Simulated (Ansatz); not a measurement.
Input deck for Ansatz 0.2.0, then the block of the output on the nuclei.

The cell is a structure deposited in the COD, relaxed with PBE at fixed cell and then changed (z stretched by 3 %, ions relaxed).

```yaml
crystal:
  lattice:
    - [0.0, 2.245, 2.31235]
    - [2.245, 0.0, 2.31235]
    - [2.245, 2.245, 0.0]
  atoms:
    - { symbol: Ta, position: [0.0, 0.0, 0.0], spin: 1.0 }
    - { symbol: C, position: [0.5, 0.5, 0.5] }
magnetization:
  spin_polarized: true
kpoints:
  mp_grid: { grid: [18, 18, 18] }
scf:
  occupations: { method: fermi_dirac, width: 0.05 }
hamiltonian:
  xc: pbe
  pseudopotentials: { kind: paw }
output:
  forces: true
  stress: true
  populations: true
  efg: { quadrupole_moments_barn: { Ta: 3.17 }, contact_densities: true }
  write_density: true
  write_potential: true
  elf: true
  volumetric_format: npy
relax:
  f_tol: 0.02
  max_steps: 60
```

```sh
ansatz run input.yaml --threads 1 --pin off --max-ram 3072MiB --backend cpu --events-out ev --progress --plain --runs-dir out
```

The run relaxes the ions first, and the block belongs to the relaxed positions.

Of the output, the block on the nuclei alone is shown; the set-up, the SCF iterations, energies, forces and stress are cut.

```
--- PAW observables at the nuclei: V_zz in 10²¹ V/m², potentials from the cell's mean, atoms counted from 1 ---
  atom   1  Ta V_zz =   +13.424237   η = 0.0000   by run symmetry: allowed   C_q = +1028.9712 MHz
            electrostatic potential = -14498.696800 V   contact ρ = 8154436.871316 e/Å³   contact ρ_s (e/Å³): all electrons +0.000007, valence +0.000007
  atom   2  C  V_zz =    +0.531043   η = 0.0000   by run symmetry: allowed
            electrostatic potential = -429.303904 V   contact ρ = 868.440163 e/Å³   contact ρ_s (e/Å³): all electrons -0.000000, valence -0.000000
```

The relaxation (1 step) took 37 s of wall time (37 s of CPU time) and 0.67 GiB at its peak, on 1 thread of Intel Xeon Platinum 8259CL CPU @ 2.50GHz (Skylake/Cascade Lake) (x86_64; 16 cores open to the job, memory cap 3.0 GiB, no GPU), a shared host with a load of 0.4 a core.

The run finds no gap above 0.1 eV (a metal, or nearly one), so the gradients can move by 10 % or more with the k-mesh. Without spin–orbit coupling the gradients at and beside Ta can be off by some per cent, at some sites by more. With these PAW files V_zz is typically within 2 to 3 % of all-electron values, but misses above 10 % occur on Ta. At this changed cell the PBE pressure is -11 GPa. The start moments die out, and the run ends without spin.
